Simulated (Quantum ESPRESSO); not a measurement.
# TiO2 (P4_2/mnm) in Quantum ESPRESSO: relaxation of cell and atoms with AM05+D4

Aim: the relaxation of cell and atoms of TiO2 with AM05+D4.

All numbers are computed with Quantum ESPRESSO 7.5; they aren't measurements. Logs are shortened: lines on timing, memory, paths and dates and some standing lists are left out, and cuts for length are marked.

## (1) Starting point

It takes space group P4_2/mnm (No. 136, tetragonal). Conventional cell: a = 4.600 Å, b = 4.600 Å, c = 2.959 Å, α = 90.00°, β = 90.00°, γ = 90.00°. Around Ti (site symmetry mmm) lie 6 O at 1.95 to 1.98 Å. Around O (site symmetry m2m) lie 3 Ti at 1.95 to 1.98 Å.

The cell is a database's computed one.

## (2) Relaxation of cell and atoms, AM05+D4

The input, run.py:

```python
import numpy as np
from ase.calculators.espresso import Espresso, EspressoProfile
from ase.io import read

atoms = read('TiO2.cif')

input_data = {
    'control': {'calculation': 'scf', 'prefix': 'pwscf', 'outdir': './tmp', 'tprnfor': True, 'tstress': True, 'disk_io': 'low'},
    'system': {'ecutwfc': 84.0, 'nbnd': 33, 'input_dft': 'XC-000I-000I-120L-135L-000I-000I', 'occupations': 'smearing', 'smearing': 'fd', 'degauss': 0.00367493},
    'electrons': {'conv_thr': 1.2e-09, 'electron_maxstep': 120, 'mixing_beta': 0.5},
}
pseudopotentials = {'O': 'O.upf', 'Ti': 'Ti.upf'}
profile = EspressoProfile(command='pw.x', pseudo_dir='pseudo')
dft = Espresso(profile=profile, input_data=input_data, pseudopotentials=pseudopotentials, kpts=(5, 5, 8), koffset=(0, 0, 0))
from ase.calculators.mixing import SumCalculator
from dftd4.ase import DFTD4
d4 = DFTD4(method='am05')
atoms.calc = SumCalculator([dft, d4])

from ase.optimize import FIRE
from ase.filters import FrechetCellFilter
done = FIRE(FrechetCellFilter(atoms), trajectory='opt.traj').run(fmax=0.02, steps=30)
print('converged', done)
print('cell (A)', np.round(atoms.cell.cellpar(), 5))
print(f'energy {atoms.get_potential_energy():.8f} eV')
print('forces (eV/A)')
print(np.round(atoms.get_forces(), 6))
print('stress (eV/A^3, Voigt)')
print(np.round(atoms.get_stress(), 8))
print(f'Fermi level {dft.get_fermi_level():.4f} eV')
print(f'D4 part {d4.get_potential_energy(atoms):.8f} eV')
atoms.write('final.traj')
```

The input, TiO2.cif:

```cif
data_TiO2
_cell_length_a 4.59983732
_cell_length_b 4.59983732
_cell_length_c 2.95921356
_cell_angle_alpha 90.00000000
_cell_angle_beta 90.00000000
_cell_angle_gamma 90.00000000
_space_group_name_H-M_alt 'P1'
_space_group_name_Hall 'P 1'
_space_group_IT_number 1
loop_
_space_group_symop_operation_xyz
'x,y,z'
loop_
_atom_site_label
_atom_site_type_symbol
_atom_site_symmetry_multiplicity
_atom_site_Wyckoff_symbol
_atom_site_fract_x
_atom_site_fract_y
_atom_site_fract_z
_atom_site_occupancy
Ti1 Ti 1 a 0.0000000000 0.0000000000 0.5000000000 1
Ti2 Ti 1 a 0.5000000000 0.5000000000 0.0000000000 1
O1 O 1 a 0.3043213200 0.3043213200 0.5000000000 1
O2 O 1 a 0.1956786800 0.8043213200 0.0000000000 1
O3 O 1 a 0.8043213200 0.1956786800 0.0000000000 1
O4 O 1 a 0.6956786800 0.6956786800 0.5000000000 1
```

Potentials or basis: PseudoDojo 0.4.1 SR PBE standard.

Launch:

```
> OMP_NUM_THREADS=1 python run.py
```

The program printed:

```text
Step          Energy          fmax
FIRE:    0    -5024.814327        0.410729
FIRE:    1    -5024.817756        0.376059
FIRE:    2    -5024.823131        0.309287
FIRE:    3    -5024.828266        0.216193
FIRE:    4    -5024.831524        0.106414
FIRE:    5    -5024.832663        0.114371
FIRE:    6    -5024.832791        0.108349
FIRE:    7    -5024.833020        0.096609
FIRE:    8    -5024.833303        0.079894
FIRE:    9    -5024.833581        0.058924
FIRE:   10    -5024.833797        0.035084
FIRE:   11    -5024.833909        0.018400
converged True
cell (A) [ 4.57589  4.57589  2.93453 90.      90.      90.     ]
energy -5024.83390863 eV
forces (eV/A)
[[ 0.       -0.        0.      ]
 [ 0.        0.       -0.      ]
 [-0.006895 -0.006895  0.      ]
 [ 0.006895 -0.006895 -0.      ]
 [-0.006895  0.006895 -0.      ]
 [ 0.006895  0.006895  0.      ]]
stress (eV/A^3, Voigt)
[0.00067192 0.00067192 0.00179668 0.         0.         0.        ]
Fermi level 10.3032 eV
D4 part -0.71057838 eV
```

espresso.pwi:

```text
&CONTROL
   calculation      = 'scf'
   tstress          = .true.
   tprnfor          = .true.
   outdir           = './tmp'
   prefix           = 'pwscf'
   disk_io          = 'low'
   pseudo_dir       = 'pseudo'
/
&SYSTEM
   nbnd             = 33
   ecutwfc          = 84.0
   occupations      = 'smearing'
   degauss          = 0.00367493
   smearing         = 'fd'
   input_dft        = 'XC-000I-000I-120L-135L-000I-000I'
   ntyp             = 2
   nat              = 6
   ibrav            = 0
/
&ELECTRONS
   electron_maxstep = 120
   conv_thr         = 1.2e-09
   mixing_beta      = 0.5
/
&IONS
/
&CELL
/
&FCP
/
&RISM
/
ATOMIC_SPECIES
Ti 47.867 Ti.upf
O 15.999 O.upf

K_POINTS automatic
5 5 8  0 0 0

CELL_PARAMETERS angstrom
4.57589265340470 -0.00000000000000 0.00000000000000
0.00000000000000 4.57589265340467 0.00000000000000
-0.00000000000000 -0.00000000000000 2.93452520004900

ATOMIC_POSITIONS angstrom
Ti 0.0000000000 -0.0000000000 1.4672626000  
Ti 2.2879463267 2.2879463267 0.0000000000  
O 1.3938608044 1.3938608044 1.4672626000  
O 0.8940855223 3.6818071311 0.0000000000  
O 3.6818071311 0.8940855223 0.0000000000  
O 3.1820318490 3.1820318490 1.4672626000
```

espresso.pwo:

```text
This program is part of the open-source Quantum ESPRESSO suite
     for quantum simulation of materials; please cite
         "P. Giannozzi et al., J. Phys.:Condens. Matter 21 395502 (2009);
         "P. Giannozzi et al., J. Phys.:Condens. Matter 29 465901 (2017);
         "P. Giannozzi et al., J. Chem. Phys. 152 154105 (2020);
     in publications or presentations arising from this work. More details at

Warning: card &CELL ignored
Warning: card &FCP ignored
Warning: card &RISM ignored

     IMPORTANT: XC functional enforced from input :
     Exchange-correlation= XC-000I-000I-120L-135L-000I-000I
                           (   0   0 120 135   0   0   0)
     Any further DFT definition will be discarded
     Please, verify this is what you really want

     Message from routine setup:
     using ibrav=0 with symmetry is DISCOURAGED, use correct ibrav instead

     G-vector sticks info
     --------------------
     sticks:   dense  smooth     PW     G-vecs:    dense   smooth      PW
     Sum        2001    2001    577                43025    43025    6729

     Using Slab Decomposition

     bravais-lattice index     =            0
     lattice parameter (alat)  =       8.6472  a.u.
     unit-cell volume          =     414.6542 (a.u.)^3
     number of atoms/cell      =            6
     number of atomic types    =            2
     number of electrons       =        48.00
     number of Kohn-Sham states=           33
     kinetic-energy cutoff     =      84.0000  Ry
     charge density cutoff     =     336.0000  Ry
     scf convergence threshold =      1.2E-09
     mixing beta               =       0.5000
     number of iterations used =            8  plain     mixing
     Exchange-correlation= XC-000I-000I-120L-135L-000I-000I
                           (   0   0 120 135   0   0   0)

     celldm(1)=   8.647184  celldm(2)=   0.000000  celldm(3)=   0.000000
     celldm(4)=   0.000000  celldm(5)=   0.000000  celldm(6)=   0.000000

     crystal axes: (cart. coord. in units of alat)
               a(1) = (   1.000000  -0.000000   0.000000 )
               a(2) = (   0.000000   1.000000   0.000000 )
[... 53 lines left out ...]
        k(    6) = (   0.0000000   0.2000000   0.0000000), wk =   0.0400000
[... 22 lines left out ...]
        k(   29) = (   0.4000000   0.4000000   0.5847487), wk =   0.0800000
        k(   30) = (   0.4000000   0.4000000  -0.7796649), wk =   0.0400000

     Dense  grid:    43025 G-vectors     FFT dimensions: (  54,  54,  36)

     WARNING: libxc functional with ID  120 depends
      on external parameters: check the user_guide of
      QE if you need to modify them or to check their
      default values.

     WARNING: libxc functional with ID  135 depends
      on external parameters: check the user_guide of
      QE if you need to modify them or to check their
      default values.

     Initial potential from superposition of free atoms

     starting charge      47.9968, renormalised to      48.0000
     Starting wfcs are   36 randomized atomic wfcs

     Self-consistent Calculation

     iteration #  1     ecut=    84.00 Ry     beta= 0.50
     Davidson diagonalization with overlap
     ethr =  1.00E-02,  avg # of iterations =  2.0

     total energy              =    -368.24102841 Ry
     estimated scf accuracy    <       2.54390177 Ry
[... 92 lines left out ...]
     iteration # 15     ecut=    84.00 Ry     beta= 0.50
     Davidson diagonalization with overlap
     ethr =  2.01E-11,  avg # of iterations =  2.2

     End of self-consistent calculation

          k = 0.0000 0.0000 0.0000 (  5369 PWs)   bands (ev):

   -47.2800 -47.2608 -23.6806 -23.6806 -23.4980 -23.4980 -23.4505 -23.4133
    -8.8700  -7.6651  -6.8572  -6.8572   3.4386   3.8671   4.2908   5.4649
     5.4649   6.7436   6.7436   7.3732   8.6618   8.8972   8.8972   9.3595
    11.2973  11.5829  11.8824  11.9826  11.9826  14.0039  14.1557  16.2789
    16.2789
[... 227 lines left out ...]
   -47.2240 -47.2240 -23.9403 -23.9369 -23.5242 -23.5198 -23.5006 -23.5001
    -7.6356  -7.5168  -7.2026  -7.0767   4.2694   4.5620   4.7547   4.9576
     5.6277   5.9293   6.5678   6.6344   7.9255   8.0160   8.5191   8.6347
    11.7143  12.0932  12.6628  12.7510  12.7603  13.0605  14.9848  15.5559
    15.7128

     the Fermi energy is    10.3032 ev

!    total energy              =    -369.26628613 Ry
     estimated scf accuracy    <          1.3E-11 Ry
     smearing contrib. (-TS)   =      -0.00000000 Ry
     internal energy E=F+TS    =    -369.26628613 Ry

     The total energy is F=E-TS. E is the sum of the following terms:
     one-electron contribution =    -120.86289010 Ry
     hartree contribution      =      84.30269516 Ry
     xc contribution           =     -67.08269578 Ry
     ewald contribution        =    -265.62339542 Ry

     convergence has been achieved in  15 iterations

     Forces acting on atoms (cartesian axes, Ry/au):

     atom    1 type  1   force =     0.00000000    0.00000000   -0.00000000
     atom    2 type  1   force =     0.00000000    0.00000000   -0.00000000
     atom    3 type  2   force =    -0.00069154   -0.00069154   -0.00000000
     atom    4 type  2   force =     0.00069154   -0.00069154    0.00000000
     atom    5 type  2   force =    -0.00069154    0.00069154    0.00000000
     atom    6 type  2   force =     0.00069154    0.00069154   -0.00000000

     Total force =     0.001956     Total SCF correction =     0.000000

     Computing stress (Cartesian axis) and pressure

          total   stress  (Ry/bohr**3)                   (kbar)     P=       21.70
   0.00015131   0.00000000   0.00000000           22.26        0.00        0.00
   0.00000000   0.00015131   0.00000000            0.00       22.26        0.00
   0.00000000   0.00000000   0.00013988            0.00        0.00       20.58

=------------------------------------------------------------------------------=
   JOB DONE.
=------------------------------------------------------------------------------=
```

Run time: 24 min. Hardware: 1 thread of Arm Neoverse V2, shared host; peak memory 0.16 GiB.

What came out:

- Free energy: -5024.8343 eV
- Relaxed volume: 10.24 Å³/atom
- Relaxed cell: a = 4.576 Å, b = 4.576 Å, c = 2.935 Å, α = 90.00°, β = 90.00°, γ = 90.00°
- Space group after relaxing (to 0.05 Å): P4_2/mnm (No. 136)
- Energy gained by relaxing: 3.3 meV/atom
- Ionic steps: 12
- Pressure after relaxing: -0.2 GPa
- Largest force after relaxing: 0.010 eV/Å
- Band gap on the k mesh: 1.94 eV, direct
- Dispersion energy per atom: -0.118 eV

Forces in eV/Å, atoms in the order of the input:
```
Ti   0.000  0.000  0.000
Ti   0.000  0.000  0.000
O   -0.007 -0.007  0.000
O    0.007 -0.007  0.000
O   -0.007  0.007  0.000
O    0.007  0.007  0.000
```

The path:
| step | energy change (eV) | largest force (eV/Å) | pressure (GPa) | volume (Å³) |
| --- | --- | --- | --- | --- |
| 1 | 0.0000 | 0.1189 | -4.82 | 62.61 |
| 2 | -0.0034 | 0.0889 | -4.40 | 62.51 |
| 3 | -0.0088 | 0.0344 | -3.59 | 62.33 |
| 4 | -0.0139 | 0.0323 | -2.47 | 62.07 |
| 5 | -0.0172 | 0.0909 | -1.16 | 61.76 |
| 6 | -0.0183 | 0.1150 | 0.13 | 61.44 |
| 7 | -0.0185 | 0.1089 | 0.10 | 61.44 |
| 8 | -0.0187 | 0.0971 | 0.07 | 61.44 |
| 9 | -0.0190 | 0.0803 | 0.02 | 61.44 |
| 10 | -0.0193 | 0.0592 | -0.04 | 61.44 |
| 11 | -0.0195 | 0.0353 | -0.10 | 61.45 |
| 12 | -0.0196 | 0.0098 | -0.17 | 61.45 |

Final structure:
```yaml
crystal:
  lattice:
    - [4.57589, 0.00000, 0.00000]
    - [0.00000, 4.57589, 0.00000]
    - [0.00000, 0.00000, 2.93453]
  atoms:
    - { symbol: Ti, position: [0.00000, 0.00000, 0.50000] }
    - { symbol: Ti, position: [0.50000, 0.50000, 0.00000] }
    - { symbol: O, position: [0.30461, 0.30461, 0.50000] }
    - { symbol: O, position: [0.19539, 0.80461, 0.00000] }
    - { symbol: O, position: [0.80461, 0.19539, 0.00000] }
    - { symbol: O, position: [0.69539, 0.69539, 0.50000] }
```

Caveat: the potentials were made for another functional, which shifts forces and pressure; an odd mesh through Γ misses points on the zone boundary, where band edges often lie. As with any semilocal functional, this AM05 gap is likely too small.
